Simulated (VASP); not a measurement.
A run of VASP 6.6.1 is set up as follows.

POSCAR

```
Sr
1.0
   -2.4350000000      2.4350000000      2.4350000000
    2.4350000000     -2.4350000000      2.4350000000
    2.4350000000      2.4350000000     -2.4350000000
Sr
1
Direct
    0.0000000000      0.0000000000      0.0000000000
```

File INCAR.step1:

```
PREC = Accurate ; ENCUT = 520
ISMEAR = -1 ; SIGMA = 0.025
LREAL = False ; LASPH = True
NELM = 150 ; MAGMOM = 0 0 0
LSORBIT = True ; GGA_COMPAT = False
NBANDS = 21 ; GGA = PE
ALGO = Normal ; EDIFF = 1E-4
LWAVE = True ; LCHARG = False
```

The input INCAR.step2:

```
PREC = Accurate ; ENCUT = 520
EDIFF = 1E-6 ; ISMEAR = -1
SIGMA = 0.025 ; LREAL = False
LASPH = True ; NELM = 150
ALGO = Normal ; ISIF = 2
LWAVE = False ; LCHARG = False
MAGMOM = 0 0 0 ; LORBIT = 11
LSORBIT = True ; GGA_COMPAT = False
LORBMOM = True ; METAGGA = R2SCAN
LMIXTAU = True ; IVDW = 12
VDW_S6 = 1.0 ; VDW_S8 = 0.78981345
VDW_A1 = 0.49484001 ; VDW_A2 = 5.73083694
NBANDS = 21 ; ISTART = 1
```

KPOINTS

```
regular mesh
0
Gamma
  8 8 8
```

Potentials or basis: VASP PAW PBE potentials, release 64 (Sr_sv).

Run with:

```bash
$ cat potpaw_PBE.64/Sr_sv/POTCAR > POTCAR
$ cp INCAR.step1 INCAR
$ mpirun -np 1 vasp_ncl > vasp.out
$ cp INCAR.step2 INCAR
$ mpirun -np 1 vasp_ncl > vasp.out
```

Problem. What does it give for the pressure?

Solution. -0.7 GPa.

Problem. Predict the dispersion energy per atom.

Solution. -0.087 eV.

Moments on the atoms (μB; x, y, z):
```
Sr  0.00 0.00 0.00
```

Caveat: the PAW data sets were made with another functional, which shifts forces and pressure a little.
